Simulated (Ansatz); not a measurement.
# Al: do energies and stresses tell the same story?

All numbers below come from Ansatz 0.2.0, DFT PBE, scalar-relativistic, plane waves, PAW.

Cutoff 420 eV; k points 18×18×18 on the computed 1-atom cell (Γ-centred); Gaussian smearing, width 0.10 eV; no spin polarisation.

Relaxed cell: Fm-3m, a = 4.041 Å, b = 4.041 Å, c = 4.041 Å, α = 90.00°, β = 90.00°, γ = 90.00°, 1 atom in the primitive cell.

Energies at zero smearing and pressures from the stress tensor, at volumes with shape and atoms relaxed:
```json
{"V (Å³/atom)": "15.512", "E − E(first) (meV/atom)": "0.00", "P (GPa)": "5.42"}
{"V (Å³/atom)": "16.008", "E − E(first) (meV/atom)": "-12.01", "P (GPa)": "2.48"}
{"V (Å³/atom)": "16.503", "E − E(first) (meV/atom)": "-15.76", "P (GPa)": "0.00"}
{"V (Å³/atom)": "16.998", "E − E(first) (meV/atom)": "-12.51", "P (GPa)": "-2.13"}
{"V (Å³/atom)": "17.493", "E − E(first) (meV/atom)": "-3.14", "P (GPa)": "-3.97"}
```

Check P = −dE/dV between neighbouring volumes, and get the bulk modulus from the pressures alone.

With 1 eV/Å³ = 160.2 GPa:
```
middle V (Å³/atom)  −ΔE/ΔV (GPa) mean P (GPa)
            15.760         3.885         3.949
            16.255         1.215         1.237
            16.750        -1.051        -1.068
            17.245        -3.035        -3.049
```

The two differ by 0.06 GPa at most. The mean of two end pressures misses the average over a step by about ΔV² P″/12, up to 0.04 GPa here; with that taken off 0.04 GPa remains. The stress is the derivative of the free energy, not of the energy at zero smearing, and with free energies 0.00 GPa remains. Around V = 16.503 Å³/atom, the two neighbours give B = −V ΔP/ΔV = 16.503 × 4.61 / 0.990 = 76.8 GPa, against B0 = 75.9 GPa from the Birch–Murnaghan fit of the energies.